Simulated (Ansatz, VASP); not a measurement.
**B: VASP beside Ansatz**

INCAR

```
PREC     = Accurate       # precision mode
ENCUT    = 520            # plane-wave cutoff, eV
EDIFF    = 1E-8           # SCF threshold, eV
ISMEAR   = -1             # smearing method
SIGMA    = 0.05           # smearing width, eV
LREAL    = False          # projectors in reciprocal space
LASPH    = True           # aspherical terms in the spheres
NELM     = 80             # most SCF steps
ALGO     = Normal         # electronic algorithm
ISIF     = 2              # what is computed and relaxed
LWAVE    = False          # write WAVECAR
LCHARG   = False          # write CHGCAR
GGA      = CA             # functional
LEFG     = True         
NBANDS   = 10             # bands
```

KPOINTS

```
Automatic mesh
0
Gamma
  13 13 13
```

The input POSCAR:

```
B
1.0
    0.0000000000      2.0103628793      2.0103628793
    2.0103628793      0.0000000000      2.0103628793
    2.0103628793      2.0103628793      0.0000000000
B
2
Direct
   -0.0875000000     -0.1375000000     -0.1375000000
    0.0875000000      0.1375000000      0.1375000000
```

Input for Ansatz:

```yaml
crystal:
  lattice:
    - [0.0, 2.0103628793, 2.0103628793]
    - [2.0103628793, 0.0, 2.0103628793]
    - [2.0103628793, 2.0103628793, 0.0]
  atoms:
    - { symbol: B, position: [-0.0875, -0.1375, -0.1375] }
    - { symbol: B, position: [0.0875, 0.1375, 0.1375] }
kpoints:
  mp_grid: { grid: [13, 13, 13] }
scf:
  occupations: { method: fermi_dirac, width: 0.05 }
hamiltonian:
  xc: lda
  pseudopotentials: { kind: all_electron, datasets: crystal }
output:
  forces: true
  stress: true
  eigenvalues: true
  efg: { contact_densities: true }
```

Change from the starting cell: shortest bond scaled by 1.1, crystal datasets.

Alike in both runs: task electric field gradients; functional LDA; k mesh 13 × 13 × 13; occupations fermi-dirac, width 0.05 eV; no spin polarisation.

|  | VASP | Ansatz |
| --- | --- | --- |
| version | VASP 6.6.1 | Ansatz 0.2.0 |
| potentials or method | VASP PAW LDA potentials, release 64 (B) | all-electron PAW with datasets made for the crystal, scalar-relativistic |
| plane-wave cutoff (eV) | 520 | see its input |

Ansatz gave:

| Quantity | Value |
| --- | --- |
| pressure (GPa) | 0.7 |
| largest component of the traceless stress (GPa) | 7.85 |
| rms of the force components (eV/Å) | 0.311 |
| Vzz of the field gradient on the site that differs most (V/Å²) | 14.1 |

Problem. Which values does VASP return?

Solution. Pressure (GPa): 0.9; largest component of the traceless stress (GPa): 7.88; rms of the force components (eV/Å): 0.311; Vzz of the field gradient on the site that differs most (V/Å²): 16.0.

Atom by atom the forces differ by 0.000 eV/Å (rms over components). Ansatz ran all-electron here, so the differences hold the error of VASP's frozen core and of both bases.
